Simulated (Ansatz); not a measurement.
# Electric field gradients in SiC

The cell is a COD entry, its atoms then relaxed with PBE in this cell.

```
Si C
1.0
     3.07900    0.00000    0.00000
    -1.53950    2.66649    0.00000
     0.00000    0.00000   20.14600
Si C
8 8
Direct
  0.33333 0.66667 0.25011
  0.66667 0.33333 0.75011
  0.33333 0.66667 0.62500
  0.66667 0.33333 0.12500
  0.00000 0.00000 0.00010
  0.00000 0.00000 0.50010
  0.33333 0.66667 0.87518
  0.66667 0.33333 0.37518
  0.33333 0.66667 0.96891
  0.66667 0.33333 0.46891
  0.00000 0.00000 0.09387
  0.00000 0.00000 0.59387
  0.33333 0.66667 0.34412
  0.66667 0.33333 0.84412
  0.33333 0.66667 0.71872
  0.66667 0.33333 0.21872
```

Sites (sets of like atoms) are named by element and the number of their first atom in this list.

The numbers come from a DFT calculation in Ansatz (r2SCAN, plane waves and PAW, scalar-relativistic, 500 eV cutoff, Γ-centred 10×10×2 k-points, Fermi–Dirac smearing 0.02 eV).

Conventions: |V_zz| ≥ |V_yy| ≥ |V_xx|, η = (V_xx − V_yy)/V_zz, C_Q = eQV_zz/h. Directions are in the Cartesian axes of the cell vectors above, for the atom listed; none is given where the gradient is under 0.02 or η is above 0.95.

```tsv
site	first atom	first shell	V_zz (10²¹ V/m²)	η	direction of V_zz (x, y, z)
Si1	1	4 C at 1.89 Å	-0.085	0.00	0.00 0.00 1.00
Si3	3	4 C at 1.89 Å	0.17	0.00	0.00 0.00 1.00
Si5	5	4 C at 1.89 Å	0.13	0.00	0.00 0.00 1.00
Si7	7	4 C at 1.88–1.89 Å	0.24	0.00	0.00 0.00 1.00
C9	9	4 Si at 1.89 Å	0.018	0.00	–
C11	11	4 Si at 1.89 Å	0.018	0.00	–
C13	13	4 Si at 1.88–1.89 Å	0.21	0.00	0.00 0.00 1.00
C15	15	4 Si at 1.89 Å	0.046	0.00	0.00 0.00 1.00
```

An axis of threefold or higher order runs through Si1, Si3, Si5, Si7, C9 and C11 and others, so V_zz lies along it and η is zero.

Hardware: 1 thread of Arm Neoverse V2 (aarch64; 8 cores open to the job, memory cap 2.5 GiB, no GPU), a shared host with a load of 0.6 a core. Wall time 45 s, CPU time 45 s, peak memory 0.75 GiB.
